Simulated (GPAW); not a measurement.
# Zr (P6_3/mmc) in GPAW: a series of runs

One crystal, Zr, is run at these levels: PBEsol, PBE, RPBE; tasks: optical spectrum, single point.

All numbers are computed with GPAW 26.7.0; they aren't measurements. Logs are shortened: lines on timing, memory, paths and dates and some standing lists are left out, and cuts for length are marked. The log counts tension as positive stress, the text compression.

**1. The crystal as given**

It takes space group P6_3/mmc (No. 194, hexagonal). The conventional cell has a = 3.232 Å, b = 3.232 Å, c = 5.147 Å, α = 90.00°, β = 90.00°, γ = 120.00°. Zr (site symmetry -6m2) has 12 Zr at 3.18 to 3.23 Å as nearest neighbours.

**2. Optical spectrum, PBEsol**

run.py

```python
from ase import Atoms
from ase.dft.bandgap import bandgap
from ase.io import write
from gpaw import GPAW, PW, setup_paths
from gpaw.response.df import DielectricFunction

setup_paths.insert(0, '.')

atoms = Atoms(['Zr', 'Zr'],
              cell=[[3.232, 0.0, 0.0],
                    [-1.616, 2.798994105, 0.0],
                    [0.0, 0.0, 5.147]],
              scaled_positions=[[0.6666666667, 0.3333333333, 0.75],
                                [0.3333333333, 0.6666666667, 0.25]],
              pbc=True)

calc = GPAW(mode=PW(400),
            xc='PBEsol',
            kpts={'size': (8, 8, 4), 'gamma': True},
            occupations={'name': 'fermi-dirac', 'width': 0.05},
            nbands=24,
            convergence={'density': 1e-06},
            maxiter=150,
            txt='gpaw.txt')
atoms.calc = calc
energy = atoms.get_potential_energy()
calc.write('gs.gpw')
write('result.traj', atoms)
print(f'Energy: {energy:.6f} eV')
print('Fermi level:', round(calc.get_fermi_level(), 4), 'eV')
print(f'Gap: {bandgap(calc)[0]:.4f} eV, direct: {bandgap(calc, direct=True)[0]:.4f} eV')

dense = calc.fixed_density(kpts={'size': (18, 18, 10), 'gamma': True},
                           nbands=38, convergence={'bands': 32, 'eigenstates': 1e-7},
                           update_fermi_level=True, txt='dense.txt')
dense.write('dense.gpw', mode='all')

df = DielectricFunction('dense.gpw', frequencies={'type': 'nonlinear', 'domega0': 0.05, 'omega2': 10},
                        eta=0.1, ecut=50, nbands=32, rate='eta', txt='df.txt')
for direction in ['x', 'z']:
    df.get_dielectric_function(xc='RPA', direction=direction, filename=f'df_{direction}.csv')
```

Potentials or basis: PAW data sets generated in the run's folder for this functional, pw.

On the command line:

```bash
> gpaw-setup -f PBEsol Zr
> OMP_NUM_THREADS=1 python run.py
```

gpaw.txt:

```text
__  _  _
 | _ |_)|_||  |
 |__||  | ||/\| - 26.7.0

Input parameters:
  mode=PW(ecut=400.0),
  convergence={'density': 1e-06},
  kpts=MonkhorstPack(size=(8, 8, 4), gamma=True),
  maxiter=150,
  nbands=24,
  occupations=Occupations(name='fermi-dirac', width=0.05),
  xc=XC(name='PBEsol')

Diagonalizing LCAO Hamiltonian
Converting LCAO to pw mode

           Zr

        Zr

Atoms  # Å, Bohr magnetons
|   | symbol |         x |        y |        z |    initial magnetic moments |
|---|--------|-----------|----------|----------|-----------------------------|
| 0 |     Zr |  1.616000 | 0.932998 | 3.860250 | ( 0.0000,  0.0000,  0.0000) |
| 1 |     Zr | -0.000000 | 1.865996 | 1.286750 | ( 0.0000,  0.0000,  0.0000) |

Unit cell  # Å
| periodic |         x |        y |        z |  lengths |     angles |
|----------|-----------|----------|----------|----------|------------|
|      yes |  3.232000 | 0.000000 | 0.000000 | 3.232000 |  90.000000 |
|      yes | -1.616000 | 2.798994 | 0.000000 | 3.232000 |  90.000000 |
|      yes |  0.000000 | 0.000000 | 5.147000 | 5.147000 | 120.000000 |

Number of symmetries: 12
Symmetry operations  # r_c * U_cc + t_c -> r_c
|    | kind |            matrix            |
|----|------|------------------------------|
|  0 |  σ   |  1, 1, 0,  0,-1, 0,  0, 0, 1 |
|  1 |  S6  |  1, 1, 0, -1, 0, 0,  0, 0,-1 |
|  2 |  E   |  1, 0, 0,  0, 1, 0,  0, 0, 1 |
|  3 |  C2  |  1, 0, 0, -1,-1, 0,  0, 0,-1 |
|  4 |  C2  |  0, 1, 0,  1, 0, 0,  0, 0,-1 |
|  5 |  C3  |  0, 1, 0, -1,-1, 0,  0, 0, 1 |
|  6 |  S6  |  0,-1, 0,  1, 1, 0,  0, 0,-1 |
|  7 |  σ   |  0,-1, 0, -1, 0, 0,  0, 0, 1 |
|  8 |  σ   | -1, 0, 0,  1, 1, 0,  0, 0, 1 |
|  9 |  i   | -1, 0, 0,  0,-1, 0,  0, 0,-1 |
| 10 |  C3  | -1,-1, 0,  1, 0, 0,  0, 0, 1 |
| 11 |  C2  | -1,-1, 0,  0, 1, 0,  0, 0,-1 |

BZ-sampling:
  Number of BZ points: 256
  Number of IBZ points: 35

  Monkhorst-Pack size: [8, 8, 4]
  Monkhorst-Pack shift: [0.0625, 0.0625, 0.125]

K-points  # in reciprocal-cell coordinates
|     |                                coordinates |     weight |
|-----|--------------------------------------------|------------|
|   0 | (  0.00000000,   0.00000000,   0.00000000) | 0.00390625 |
|   1 | (  0.00000000,   0.00000000,   0.25000000) | 0.00781250 |
|   2 | (  0.00000000,   0.00000000,   0.50000000) | 0.00390625 |
|   3 | (  0.12500000,   0.00000000,  -0.25000000) | 0.02343750 |
|   4 | (  0.12500000,   0.00000000,   0.00000000) | 0.02343750 |
|   5 | (  0.12500000,   0.00000000,   0.25000000) | 0.02343750 |
|   6 | (  0.12500000,   0.00000000,   0.50000000) | 0.02343750 |
|   7 | (  0.25000000,  -0.12500000,   0.00000000) | 0.02343750 |
|   8 | (  0.25000000,  -0.12500000,   0.25000000) | 0.04687500 |
|   9 | (  0.25000000,  -0.12500000,   0.50000000) | 0.02343750 |
| ... |                                            |            |
|  34 | (  0.50000000,   0.50000000,   0.50000000) | 0.01171875 |

Plane wave coefficients: 856
Cutoff: 400.0 eV

Spin-components: 1 (collinear spins)
Bands:           24
Projectors:      12
Spin-degeneracy: 2
Datatype:        complex128

Parallelization:
  kpt:    1
  domain: 1
  band:   1

Density:
  Valence electrons: 24.0
  Components: 1
  Grid points: [15 15 24]
  Charge: 0.0  # |e|

Potential:
  Grid points: [15 15 24]

species:
  Zr:
    name:    Zirconium
    Z:       40.0
    valence: 12
    core:    28
    charge:  0.0  # [|e|]
    compensation charges:
      type: gauss
      rc: 0.40  # [Å]
      lmax: 2
    cutoffs:
      filter: 2.39  # [Å]
      core: 1.59  # [Å]
    projectors
    | kind |    occ | energy [eV] | rcut [Å] |
    |------|--------|-------------|----------|
    |   4s |  2.000 |     -54.429 |    1.323 |
    |   5s |  2.000 |      -4.463 |    1.323 |
    |   4p |  6.000 |     -32.434 |    1.334 |
    |   5p |  0.000 |      -1.454 |    1.334 |
    |   4d |  2.000 |      -3.613 |    1.244 |
    |    d |        |      23.598 |    1.244 |

    Using partial waves for Zr as LCAO basis

Reference energy: -195675.701761  # eV

eigensolver:
  PPCG
  Converge bands: occupied
  niter=2

density mixing:
  MSR1-Mixer
  Pratt-step length: 0.05
  Maximum mixing coefficient: 0.75
  Old densities: 10
  SVD Regularization: 0.005
  Good broyden scale: 1.0
  Trust region scale: 1.0
  Backstep threshold: 4.0
  History deletion threshold: 6.0
  Fourier metric: weight=20.0, sigma=0.015

occupation numbers:
  Fermi-Dirac:
    width: 0.0500  # eV

poisson solver:
  ecut: 3200.0  # eV

xc functional:
  name: PBEsol with 2 nearest neighbor stencil

convergence criteria:
- Maximum integral of absolute [dens]ity change: 1e-06 electrons / valence electron
- Maximum [total energy] change in last 3 cyles: 0.0005 eV / valence electron
- Maximum integral of absolute [eigenst]ate change: 4e-08 eV^2 / valence electron
maximum number of iterations: 150

SCF iterations
|iter     | |      energy | eigst |  dens |
|---------|-|-------------|-------|-------|
|iter:   1| |  -16.074416 | -0.30 |       |
|iter:   2| |  -16.025212 | -1.92 | -1.29 |
|iter:   3| |  -15.768347 | -1.50 | -1.33 |
|iter:   4| |  -15.768736 | -2.88 | -1.95 |
|iter:   5| |  -15.769769c| -4.30 | -2.38 |
|iter:   6| |  -15.769780c| -5.87 | -3.57 |
|iter:   7| |  -15.769784c| -7.18 | -4.19 |
|iter:   8| |  -15.769784c| -7.49c| -5.06 |
|iter:   9| |  -15.769784c| -8.61c| -5.73 |
|iter:  10| |  -15.769784c| -9.09c| -6.40c|

Converged in 10 steps
Energy contributions relative to reference atoms: (reference = -195675.701761)

Energy contributions:
  Kinetic:           4.834818
  Coulomb:          -5.896236
  Zero:              0.474419
  External:          0.000000
  Xc:              -15.175385
  Entropy:          -0.014800
  Spinorbit:         0.000000
  ----------------------------
  Free energy:     -15.777184
  Extrapolated:    -15.769784

dipole moment: (0.000000, 0.000001, 0.000001)  # |e|*Ang

Fermi level: 9.316
Eigenvalues  # (at kpt = [0.000, 0.000, 0.000])
| band index |      eig [eV] | occ [0-2] |
|------------|---------------|-----------|
|          0 |       -39.458 |     2.000 |
|        ... |               |           |
|          2 |       -18.025 |     2.000 |
|          3 |       -17.151 |     2.000 |
|          4 |       -17.151 |     2.000 |
|          5 |       -17.008 |     2.000 |
|          6 |       -17.007 |     2.000 |
|          7 |       -17.007 |     2.000 |
[... 8 lines left out ...]
|         16 |        11.398 |     0.000 |
|         17 |        11.398 |     0.000 |
|        ... |               |           |
|         23 |        26.068 |     0.000 |

No gap
No difference between direct/indirect transitions
# Writing to gs.gpw (mode='')
```

It took 3.7 min on 1 thread of Arm Neoverse V1, shared host; peak memory 0.49 GiB.

What came out:

| Quantity | Value |
| --- | --- |
| Free energy | -15.7772 eV |
| Band gap on the k mesh | none (metal or under the smearing width) |

Dielectric function (mean over the directions given):
| energy (eV) | real part | imaginary part |
| --- | --- | --- |
| 0.25 | -102.82 | 189.20 |
| 1.15 | -1.72 | 51.05 |
| 2.18 | -7.94 | 23.73 |
| 3.17 | -5.74 | 13.13 |
| 4.16 | -4.27 | 9.15 |
| 5.16 | -5.15 | 6.28 |
| 6.15 | -3.68 | 3.13 |
| 7.12 | -1.47 | 2.39 |
| 8.16 | -1.88 | 2.85 |
| 9.18 | -0.28 | 1.78 |
| 10.06 | -0.91 | 2.56 |
| 11.09 | -1.30 | 1.67 |
| 12.08 | -0.95 | 1.21 |
| 13.00 | -0.71 | 0.88 |
| 14.10 | -0.42 | 0.80 |
| 15.13 | -0.27 | 0.51 |
| 16.21 | -0.06 | 0.36 |
| 17.36 | 0.13 | 0.25 |
| 18.58 | 0.31 | 0.16 |
| 19.87 | 0.46 | 0.14 |

Caveat: the intraband term hangs on this k mesh; the long-wavelength limit can be off by several per cent where d states take part; independent-particle spectra lack excitons.

**3. Optical spectrum, PBE**

run.py: that of step 2 with these lines changed.

```diff
@@ -3,6 +3,4 @@
 from ase.io import write
-from gpaw import GPAW, PW, setup_paths
+from gpaw import GPAW, PW
 from gpaw.response.df import DielectricFunction
-
-setup_paths.insert(0, '.')
 
@@ -17,3 +15,3 @@
 calc = GPAW(mode=PW(400),
-            xc='PBEsol',
+            xc='PBE',
             kpts={'size': (8, 8, 4), 'gamma': True},
```

Potentials or basis: GPAW PAW data sets (gpaw-data 1.2.1), pw.

On the command line:

```bash
> OMP_NUM_THREADS=1 python run.py
```

gpaw.txt:

```text
__  _  _
 | _ |_)|_||  |
 |__||  | ||/\| - 26.7.0

Input parameters:
  mode=PW(ecut=400.0),
  convergence={'density': 1e-06},
  kpts=MonkhorstPack(size=(8, 8, 4), gamma=True),
  maxiter=150,
  nbands=24,
  occupations=Occupations(name='fermi-dirac', width=0.05),
  xc=XC(name='PBE')

Diagonalizing LCAO Hamiltonian
Converting LCAO to pw mode

           Zr

        Zr

Atoms  # Å, Bohr magnetons
|   | symbol |         x |        y |        z |    initial magnetic moments |
|---|--------|-----------|----------|----------|-----------------------------|
| 0 |     Zr |  1.616000 | 0.932998 | 3.860250 | ( 0.0000,  0.0000,  0.0000) |
| 1 |     Zr | -0.000000 | 1.865996 | 1.286750 | ( 0.0000,  0.0000,  0.0000) |

Unit cell  # Å
| periodic |         x |        y |        z |  lengths |     angles |
|----------|-----------|----------|----------|----------|------------|
|      yes |  3.232000 | 0.000000 | 0.000000 | 3.232000 |  90.000000 |
|      yes | -1.616000 | 2.798994 | 0.000000 | 3.232000 |  90.000000 |
|      yes |  0.000000 | 0.000000 | 5.147000 | 5.147000 | 120.000000 |

Number of symmetries: 12
Symmetry operations  # r_c * U_cc + t_c -> r_c
|    | kind |            matrix            |
|----|------|------------------------------|
|  0 |  σ   |  1, 1, 0,  0,-1, 0,  0, 0, 1 |
|  1 |  S6  |  1, 1, 0, -1, 0, 0,  0, 0,-1 |
|  2 |  E   |  1, 0, 0,  0, 1, 0,  0, 0, 1 |
|  3 |  C2  |  1, 0, 0, -1,-1, 0,  0, 0,-1 |
|  4 |  C2  |  0, 1, 0,  1, 0, 0,  0, 0,-1 |
|  5 |  C3  |  0, 1, 0, -1,-1, 0,  0, 0, 1 |
|  6 |  S6  |  0,-1, 0,  1, 1, 0,  0, 0,-1 |
|  7 |  σ   |  0,-1, 0, -1, 0, 0,  0, 0, 1 |
|  8 |  σ   | -1, 0, 0,  1, 1, 0,  0, 0, 1 |
|  9 |  i   | -1, 0, 0,  0,-1, 0,  0, 0,-1 |
| 10 |  C3  | -1,-1, 0,  1, 0, 0,  0, 0, 1 |
| 11 |  C2  | -1,-1, 0,  0, 1, 0,  0, 0,-1 |

BZ-sampling:
  Number of BZ points: 256
  Number of IBZ points: 35

  Monkhorst-Pack size: [8, 8, 4]
  Monkhorst-Pack shift: [0.0625, 0.0625, 0.125]

K-points  # in reciprocal-cell coordinates
|     |                                coordinates |     weight |
|-----|--------------------------------------------|------------|
|   0 | (  0.00000000,   0.00000000,   0.00000000) | 0.00390625 |
|   1 | (  0.00000000,   0.00000000,   0.25000000) | 0.00781250 |
|   2 | (  0.00000000,   0.00000000,   0.50000000) | 0.00390625 |
|   3 | (  0.12500000,   0.00000000,  -0.25000000) | 0.02343750 |
|   4 | (  0.12500000,   0.00000000,   0.00000000) | 0.02343750 |
|   5 | (  0.12500000,   0.00000000,   0.25000000) | 0.02343750 |
|   6 | (  0.12500000,   0.00000000,   0.50000000) | 0.02343750 |
|   7 | (  0.25000000,  -0.12500000,   0.00000000) | 0.02343750 |
|   8 | (  0.25000000,  -0.12500000,   0.25000000) | 0.04687500 |
|   9 | (  0.25000000,  -0.12500000,   0.50000000) | 0.02343750 |
| ... |                                            |            |
|  34 | (  0.50000000,   0.50000000,   0.50000000) | 0.01171875 |

Plane wave coefficients: 856
Cutoff: 400.0 eV

Spin-components: 1 (collinear spins)
Bands:           24
Projectors:      12
Spin-degeneracy: 2
Datatype:        complex128

Parallelization:
  kpt:    1
  domain: 1
  band:   1

Density:
  Valence electrons: 24.0
  Components: 1
  Grid points: [15 15 24]
  Charge: 0.0  # |e|

Potential:
  Grid points: [15 15 24]

species:
  Zr:
    name:    Zirconium
    Z:       40.0
    valence: 12
    core:    28
    charge:  0.0  # [|e|]
    compensation charges:
      type: gauss
      rc: 0.40  # [Å]
      lmax: 2
    cutoffs:
      filter: 2.39  # [Å]
      core: 1.59  # [Å]
    projectors
    | kind |    occ | energy [eV] | rcut [Å] |
    |------|--------|-------------|----------|
    |   4s |  2.000 |     -54.478 |    1.323 |
    |   5s |  2.000 |      -4.438 |    1.323 |
    |   4p |  6.000 |     -32.467 |    1.334 |
    |   5p |  0.000 |      -1.470 |    1.334 |
    |   4d |  2.000 |      -3.600 |    1.244 |
    |    d |        |      23.611 |    1.244 |

    Using partial waves for Zr as LCAO basis

Reference energy: -195787.142470  # eV

eigensolver:
  PPCG
  Converge bands: occupied
  niter=2

density mixing:
  MSR1-Mixer
  Pratt-step length: 0.05
  Maximum mixing coefficient: 0.75
  Old densities: 10
  SVD Regularization: 0.005
  Good broyden scale: 1.0
  Trust region scale: 1.0
  Backstep threshold: 4.0
  History deletion threshold: 6.0
  Fourier metric: weight=20.0, sigma=0.015

occupation numbers:
  Fermi-Dirac:
    width: 0.0500  # eV

poisson solver:
  ecut: 3200.0  # eV

xc functional:
  name: PBE with 2 nearest neighbor stencil

convergence criteria:
- Maximum integral of absolute [dens]ity change: 1e-06 electrons / valence electron
- Maximum [total energy] change in last 3 cyles: 0.0005 eV / valence electron
- Maximum integral of absolute [eigenst]ate change: 4e-08 eV^2 / valence electron
maximum number of iterations: 150

SCF iterations
|iter     | |      energy | eigst |  dens |
|---------|-|-------------|-------|-------|
|iter:   1| |  -14.987009 | -0.30 |       |
|iter:   2| |  -14.941327 | -1.91 | -1.29 |
|iter:   3| |  -14.699064 | -1.50 | -1.33 |
|iter:   4| |  -14.701663 | -2.88 | -1.93 |
|iter:   5| |  -14.703029c| -4.15 | -2.33 |
|iter:   6| |  -14.703044c| -5.55 | -3.48 |
|iter:   7| |  -14.703049c| -6.99 | -4.08 |
|iter:   8| |  -14.703049c| -7.53c| -4.90 |
|iter:   9| |  -14.703049c| -8.39c| -5.79 |
|iter:  10| |  -14.703049c| -8.72c| -6.36c|

Converged in 10 steps
Energy contributions relative to reference atoms: (reference = -195787.142470)

Energy contributions:
  Kinetic:           8.565341
  Coulomb:          -9.276680
  Zero:              0.447851
  External:          0.000000
  Xc:              -14.432580
  Entropy:          -0.013962
  Spinorbit:         0.000000
  ----------------------------
  Free energy:     -14.710030
  Extrapolated:    -14.703049

dipole moment: (0.000000, 0.000001, 0.000001)  # |e|*Ang

Fermi level: 9.442
Eigenvalues  # (at kpt = [0.000, 0.000, 0.000])
| band index |      eig [eV] | occ [0-2] |
|------------|---------------|-----------|
|          0 |       -39.427 |     2.000 |
|        ... |               |           |
|          2 |       -17.967 |     2.000 |
|          3 |       -17.101 |     2.000 |
|          4 |       -17.101 |     2.000 |
|          5 |       -16.960 |     2.000 |
|          6 |       -16.959 |     2.000 |
|          7 |       -16.959 |     2.000 |
[... 8 lines left out ...]
|         16 |        11.532 |     0.000 |
|         17 |        11.532 |     0.000 |
|        ... |               |           |
|         23 |        26.247 |     0.000 |

No gap
No difference between direct/indirect transitions
# Writing to gs.gpw (mode='')
```

It took 2.9 min on 1 thread of Arm Neoverse V2, shared host; peak memory 0.49 GiB.

What came out:

| Item | Value |
| --- | --- |
| Free energy | -14.7100 eV |
| Band gap on the k mesh | none (metal or under the smearing width) |

Dielectric function (mean over the directions given):
```tsv
energy (eV)	real part	imaginary part
0.25	-103.46	187.81
1.15	-0.99	50.50
2.18	-7.77	23.79
3.17	-5.72	13.12
4.16	-4.21	9.15
5.16	-5.16	6.28
6.15	-3.67	3.12
7.12	-1.48	2.39
8.16	-1.89	2.83
9.18	-0.27	1.71
10.06	-0.89	2.58
11.09	-1.31	1.72
12.08	-0.95	1.23
13.00	-0.73	0.87
14.10	-0.43	0.80
15.13	-0.27	0.51
16.21	-0.06	0.36
17.36	0.13	0.24
18.58	0.31	0.15
19.87	0.45	0.14
```

Caveat: the intraband term hangs on this k mesh; the long-wavelength limit can be off by several per cent where d states take part; independent-particle spectra lack excitons.

(Continued in part 2 of 2.)
